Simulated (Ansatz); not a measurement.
CsCl:
```
CsCl
1.0
    4.14041     0.00000     0.00000
    0.00000     4.14041     0.00000
    0.00000     0.00000     4.14041
Cs Cl
1 1
Direct
  0.00000   0.00000   0.00000
  0.50000   0.50000   0.50000
```

Relaxed with r²SCAN. Special points in fractions of this cell's reciprocal vectors: Γ (0.000, 0.000, 0.000); X (0.000, 0.500, 0.000); M (0.500, 0.500, 0.000); R (0.500, 0.500, 0.500).

Question: List the band energies nearest the valence-band maximum at these points for r²SCAN (plane waves, PAW; program Ansatz).

Answer: In eV from the valence-band maximum; about four levels below and three above (degenerate sets whole), none deeper than 8.9 eV; points with the same levels are listed once.

| k | below | above |
|---|---|---|
| Γ | -6.01 -6.01 -6.01 0.00 0.00 0.00 | 5.91 5.91 6.01 |
| X | -5.88 -5.88 -1.12 -0.22 -0.22 | 6.95 8.26 9.57 |
| M | -5.79 -0.43 -0.43 -0.06 | 6.56 6.64 8.62 8.62 |
| R | -6.54 -6.54 -6.54 -1.06 -1.06 -1.06 | 9.14 9.14 9.14 |

Space group Pm-3m (CsCl type). The r²SCAN relaxation kept the symmetry of its start. Scalar-relativistic: spin–orbit coupling is off unless named, which matters more the heavier the elements.

Potentials: the later of the program's two PAW sets.
